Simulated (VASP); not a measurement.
Set up this calculation in VASP 6.6.1, as the native input.

```yaml
Task: band structure
Functional: HSE06
Potentials_or_basis: VASP PAW PBE potentials, release 64 (Cd, S)
Cutoff: 520 eV
k_mesh: 4 × 4 × 4
Occupations: gaussian, width 0.03 eV
Spin: spin-orbit coupling, no magnetisation
Grid_for_exact_exchange_PRECFOCK: Fast
Screening_parameter: 0.2 1/A
Further_INCAR_settings: ALGO = Normal; EDIFF = 1e-06
```

The system is CdS (Hawleyite).

```xyz
2
Lattice="0.0000 2.9176 2.9176 2.9176 0.0000 2.9176 2.9176 2.9176 0.0000" Properties=species:S:1:pos:R:3 pbc="T T T"
Cd    2.9176    2.9176    0.0000
S     1.4588    1.4588    1.4588
```

The input as run:

POSCAR

```
CdS                                     
1.0
   -0.0000000000      2.9176352624      2.9176352624
    2.9176352624      0.0000000000      2.9176352624
    2.9176352624      2.9176352624      0.0000000000
  Cd              S             
     1     1
Direct
     0.0000000000000000    0.0000000000000000    1.0000000000000000
     0.2500000000000000    0.2500000000000000    0.2500000000000000
```

INCAR.step1

```
PREC = Accurate
ENCUT = 520
EDIFF = 1E-5
ISMEAR = 0
SIGMA = 0.03
LREAL = False
LASPH = True
NELM = 80
ALGO = Normal
ISIF = 2
LWAVE = True
LCHARG = False
MAGMOM = 0 0 0 0 0 0
LORBIT = 11
LSORBIT = True
GGA_COMPAT = False
KPAR = 4
GGA = PE
```

INCAR.step2

```
PREC = Accurate
ENCUT = 520
EDIFF = 1E-6
ISMEAR = 0
SIGMA = 0.03
LREAL = False
LASPH = True
NELM = 80
ALGO = Normal
ISIF = 2
LWAVE = False
LCHARG = False
MAGMOM = 0 0 0 0 0 0
LORBIT = 11
LSORBIT = True
GGA_COMPAT = False
GGA = PE
LHFCALC = True
HFSCREEN = 0.2
PRECFOCK = Fast
KPAR = 4
ISTART = 1
```

KPOINTS

```
Automatic mesh
0
Gamma
  4 4 4
```

KPOINTS_OPT

```
explicit points
6
Reciprocal
 0.0000000000  0.0000000000  0.0000000000 1
 0.3750000000  0.3750000000  0.7500000000 1
 0.5000000000  0.5000000000  0.5000000000 1
 0.6250000000  0.2500000000  0.6250000000 1
 0.5000000000  0.2500000000  0.7500000000 1
 0.5000000000  0.0000000000  0.5000000000 1
```

Potentials or basis: VASP PAW PBE potentials, release 64 (Cd, S).

Run with:

```bash
$ cat potpaw_PBE.64/Cd/POTCAR potpaw_PBE.64/S/POTCAR > POTCAR
$ cp INCAR.step1 INCAR
$ mpirun -np 4 vasp_ncl > vasp.out
$ cp INCAR.step2 INCAR
$ mpirun -np 4 vasp_ncl > vasp.out
```

Results of the run:

```yaml
Pressure: 2.0 GPa
Valence_electrons_inside_the_program's_atomic_spheres: Cd 10.33; S 3.75
```

Caveat: the k mesh is coarse (spacing up to 0.47 Å⁻¹), so the values aren't converged, least of all with exact exchange; the PAW data sets were made with another functional, which shifts forces and pressure a little.

Wall time 8.9 min on 4 MPI ranks on Intel(R) Xeon(R) Platinum 8488C (Sapphire Rapids), on a shared host, peak memory 0.4 GiB a rank.
